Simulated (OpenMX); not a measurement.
**TiCo under changes of volume**

One of the cells (13.313 Å³/atom); the others are scaled copies at fixed shape and fractional positions:

```
CELL_PARAMETERS angstrom
2.98611 0.00000 0.00000
0.00000 2.98611 0.00000
0.00000 0.00000 2.98611
ATOMIC_POSITIONS crystal
Co 0.50000 0.50000 0.50000
Ti 0.00000 0.00000 0.00000
```

The cell comes from a database or a generator and needn't be the stable form of this composition.

```yaml
Program: OpenMX 3.8.5
Functional: PBE
Potentials_or_basis: OpenMX 2013 PBE set, Co6.0H-s2p2d1, Ti7.0-s2p2d1, fixed grid of 40 × 40 × 40 points
k_mesh: 9 × 9 × 9
Occupations: fermi-dirac, width 0.05 eV
Spin: collinear spin, ferromagnetic start
Starting_moments: "[2.0, 1.0] μB"
```

```tsv
volume (Å³/atom)	energy over the lowest point (meV/atom)	moment (μB per cell)
12.515	29.22	0.71
12.781	12.56	0.74
13.047	?	?
13.313	0.00	0.81
13.580	2.79	0.83
13.846	11.28	0.85
14.112	24.21	0.87
```

Problem. What does the run at 13.047 Å³/atom give?

Solution. Energy over the lowest point 3.24 meV/atom; moment 0.78 μB per cell.

Worked out: A Birch-Murnaghan fit of order 3 (a polynomial in V^(-2/3)) to the other rows has its minimum at 13.31 Å³/atom with B0 = V·E''(V) = 178 GPa and B' = 3.9. It gives 3.01 meV/atom at 13.047 Å³/atom, against the run's 3.24. A parabola through the other rows of the moment, of slope 0.115 μB per Å³/atom there, gives 0.78 μB, against the run's 0.78.

Energies are extrapolated to zero smearing.

Caveats: the transition metal has a single d function, too few for pressures, volumes and moments; the basis of atomic orbitals isn't converged, which shifts pressures, moduli and gaps.
